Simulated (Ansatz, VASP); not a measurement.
# CdSe in two plane-wave programs, part 2 of 2

Aim: how closely do two programs agree when they are given the same cell, functional and k mesh?

VASP 6.6.1 and Ansatz 0.2.0.

So far. Step 3 (Ansatz: single point, PBEsol): The run ends at a pressure of -1.39 GPa. Step 7 (Ansatz: single point, LDA, volume scaled by 1.015): The run ends at a pressure of -1.27 GPa.

### Step 9. Ansatz: single point, LDA, volume scaled by 1.03

Level of this step: Ansatz beside VASP: Kohn-Sham DFT, plane waves, LDA (Ansatz).

With cell and atoms fixed, the geometry can't cause a difference; cores, projectors, grids and the points listed under the comparison can. The cell compared in this pair holds 56.31 Å³, against 55.49 Å³ for the pair before.

The cell is a member of a volume series, scaled by 1.03 from a relaxed one, so a pressure remains.

The input, input.yaml:

```yaml
crystal:
  lattice:
    - [0.0, 3.04222828, 3.04222828]
    - [3.04222828, 0.0, 3.04222828]
    - [3.04222828, 3.04222828, 0.0]
  atoms:
    - { symbol: Cd, position: [0.0, 0.0, 0.0] }
    - { symbol: Se, position: [0.25, 0.25, 0.25] }
hamiltonian:
  xc: lda
  pseudopotentials: { kind: paw }
kpoints:
  mp_grid: { grid: [6, 6, 6] }
scf:
  occupations: { method: gaussian, width: 0.03 }
  n_extra_bands: 4
output:
  forces: true
  stress: true
  eigenvalues: true
```

The run is started by

```sh
ansatz run input.yaml --threads 2 --pin off --max-ram 4608MiB --backend cpu --events-out ev --progress --plain --runs-dir out
```

Numbers of over 12 decimals in the logs are rounded to 6 here.

The log of the run:

```text
[...]
Crystal: 2 atoms, lattice volume = 56.313 Å³
Basis set: ecut = 420 eV, 1067 PW (Γ)
Bands: 22, of which v1, the nominal top of the filled ones, is band 18 counted from 1 (17 counted from 0)
Symmetry: 24 space group operations
[...]
k-points: 16 of 216 (time reversal used)
[...]
--- Band table (eV; the first three rows and the last of 16) ---
  k-point 0: bands = [... 14 lower, -0.4083, 7.1442, 7.1442, 7.1442, 7.4697, 12.9511, 12.9511, 12.9511]
  k-point 1: bands = [... 14 lower, -0.4093, 5.3551, 6.9308, 6.9308, 8.8534, 12.6790, 13.2759, 13.2759]
  k-point 2: bands = [... 14 lower, -0.3986, 3.5459, 6.5547, 6.5547, 9.3350, 13.5001, 13.5303, 13.5303]
  k-point 15: bands = [... 14 lower, 0.0392, 3.0501, 4.9731, 4.9776, 11.3357, 11.6337, 14.5353, 14.9925]
[key lines of the parts left out:]
SCF converged after 6 iterations
Free energy (F): -13502.217993 eV
Fermi energy:    7.308484 eV
P = ⅓ Tr σ = -2.0087 GPa (-20.087 kbar)
```

It took 1.7 s on 2 threads of Arm Neoverse N1, shared host; peak memory 0.3 GiB.

The run ends at a pressure of -2.01 GPa.

### Step 10. VASP: single point, LDA, volume scaled by 1.03

The same cell, functional (in two slightly different forms), mesh and smearing now go to VASP, with its own data sets and cutoff.

The input asks for a relaxation, which ended at its first step since no free force or stress exceeded the threshold; so it serves as a single point.

The input, INCAR:

```
SYSTEM = CdSe
PREC = Accurate
ENCUT = 500
EDIFF = 1E-07
NELM = 100
ISMEAR = 0
SIGMA = 0.03
LREAL = .FALSE.
ALGO = Normal
GGA = CA
NBANDS = 15
LORBIT = 11
LWAVE = .FALSE.
LCHARG = .FALSE.
KPAR = 4
IBRION = 2
NSW = 50
ISIF = 4
EDIFFG = -0.002
```

The input, POSCAR:

```
CdSe
1.0
    0.0000000000      3.0422282811      3.0422282811
    3.0422282811      0.0000000000      3.0422282811
    3.0422282811      3.0422282811      0.0000000000
Cd Se
1 1
Direct
    0.0000000000      0.0000000000      0.0000000000
    0.2500000000      0.2500000000      0.2500000000
```

The input, KPOINTS:

```
Automatic mesh
0
Gamma
6 6 6
0 0 0
```

PAW data sets: Cd and Se (LDA family, release 64).

The run is started by

```sh
mpirun -np 4 vasp_std
```

The log of the run:

```text
[... set-up lines as in an earlier step ...]
 entering main loop
       N       E                     dE             d eps       ncg     rms          rms(c)
DAV:   1     0.105286323641E+03    0.10529E+03   -0.85991E+03   488   0.104E+03
DAV:   2    -0.281356732625E+01   -0.10810E+03   -0.10192E+03   571   0.261E+02
DAV:   3    -0.710364787027E+01   -0.42901E+01   -0.42817E+01   557   0.537E+01
DAV:   4    -0.712353343244E+01   -0.19886E-01   -0.19885E-01   599   0.360E+00
[...]
DAV:  11    -0.674872406389E+01   -0.50452E-05   -0.18003E-05   564   0.375E-02    0.133E-02
DAV:  12    -0.674872363088E+01    0.43301E-06   -0.16259E-06   606   0.187E-02    0.479E-03
DAV:  13    -0.674872368891E+01   -0.58029E-07   -0.27355E-07   536   0.341E-03
   1 F= -.67487237E+01 E0= -.67487237E+01  d E =-.674872E+01
[...]
reached required accuracy - stopping structural energy minimisation
```

From OUTCAR (step 10):

```text
  Total       -0.5589514     -0.5589514     -0.5589514      0.0000000      0.0000000      0.0000000
  in kB      -15.9030060    -15.9030060    -15.9030060      0.0000000      0.0000000      0.0000000
  external PRESSURE =     -15.9030060 kB  Pullay stress =       0.0000000 kB

 POSITION                                       TOTAL-FORCE (eV/Angst)
 -----------------------------------------------------------------------------------
      0.00000      0.00000      0.00000        -0.000000     -0.000000     -0.000000
      1.52111      1.52111      1.52111         0.000000      0.000000      0.000000
 -----------------------------------------------------------------------------------
    total drift:                                0.000000      0.000000     -0.000000

  FREE ENERGIE OF THE ION-ELECTRON SYSTEM (eV)
  ---------------------------------------------------
  free  energy   TOTEN  =        -6.7487236889 eV

  energy  without entropy=       -6.7487236889  energy(sigma->0) =       -6.74872369

[... 2 parts as in an earlier step ...]

[... 2 further parts left out ...]
[key lines of the parts left out:]
E-fermi :   1.0104
```

### Step 11. Differences

The two programs side by side:

```tsv
quantity	Ansatz	VASP	difference
pressure (GPa)	-2.01	-1.59	-0.42
gap on the k mesh (eV)	0.325	0.358	-0.032
```

A gap on the mesh is an upper bound, since the band edges may lie between its points.

### Step 12. What the set-up changes

Further runs change the set-up of one program: Ansatz's method, potentials or start, or VASP's data sets, cutoff or form of LDA. The table gives Ansatz less VASP for each quantity, since a change that brings one quantity closer may part another.

```tsv
run	pressure (GPa)	gap on the k mesh (eV)
as above	-0.42	-0.032
Ansatz's all-electron LAPW method	-0.40	-0.034
```

### Step 13. Summary of results

```yaml
difference_in_gap_on_the_k_mesh_single_point_pbesol: 7.1e-4 eV
difference_in_gap_on_the_k_mesh_single_point_lda_volume_scaled_by_1p015: -0.033 eV
difference_in_gap_on_the_k_mesh_single_point_lda_volume_scaled_by_1p03: -0.032 eV
```

The difference in gap on the k mesh is -0.033 eV (single point, LDA, volume scaled by 1.015), within the 0.08 eV picked in this series as the mark of a large difference. Single point, PBEsol, Ansatz's all-electron LAPW method: the difference in gap on the k mesh goes from 7.1e-4 to 0.0012 eV. For single point, LDA, volume scaled by 1.03, no further run moves any of the tabulated differences by more than a quarter of its size. 2 further runs of this series are not shown here. How closely two codes agree says nothing of how well the functional describes the real material.

[Lines on the potential files, build, host, timing and source positions are cut from VASP's logs without a mark.]

[Logs are printed without paths, hosts, clocks, repeated set-up lines and the standing remarks that a program may print on its own settings, such as how far it seeks lower states.]

[Hosts, paths, dates, database ids (printed as entryN), source tags and the programs' standing remarks are cut or masked in the printed files.]
